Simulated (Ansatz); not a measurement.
Mg, DFT, PBE, all-electron LAPW, scalar-relativistic (Ansatz 0.2.0), run on 1 thread of Arm Neoverse V2 on a shared host.

The cell is COD entry 9008506, as deposited and not checked against the literature; nothing was relaxed. The listed cell was then made from it by scaling, straining or moving an atom.

Command: `ansatz run input.yaml --threads 1 --pin off --max-ram 3072MiB --backend cpu --events-out ev --progress --plain --runs-dir out`

```yaml
crystal:
  lattice:
    - [3.2092715325, 0.0320927153, 0.0320927153]
    - [-1.5768426594, 2.7632643171, 0.0117467491]
    - [0.0521033, 0.0521033, 5.21033]
  atoms:
    - { symbol: Mg, position: [0.3333333333, 0.6666666667, 0.25] }
    - { symbol: Mg, position: [0.6666666667, 0.3333333333, 0.75] }
kpoints:
  mp_grid: { grid: [12, 12, 7] }
  band_path:
    path:
      - [0.0, 0.0, 0.0]
      - [0.0, -0.5, 0.0]
      - [0.0, 0.0, 0.5]
      - [0.0, 0.0, 0.0]
      - [-0.5, 0.0, 0.0]
      - [-0.5, 0.5, -0.5]
      - [0.0, 0.0, 0.0]
      - [-0.5, 0.0, -0.5]
      - [-0.5, 0.5, 0.0]
    npoints: 5
scf:
  occupations: { method: fermi_dirac, width: 0.08 }
hamiltonian:
  xc: pbe
  pseudopotentials: { kind: all_electron, lapw: { basis_error: 0.0005 } }
output:
  forces: true
  stress: true
  eigenvalues: true
```

(1) How large is the problem that the program sets up?

(2) Estimate the wall time and the peak memory.

Results:

(1) 506 irreducible k-points, 135 plane waves at Γ, 14 bands.

(2) 24 s of wall time for 5 SCF iterations, with a peak of 0.51 GiB. Times on shared machines scatter by tens of per cent.
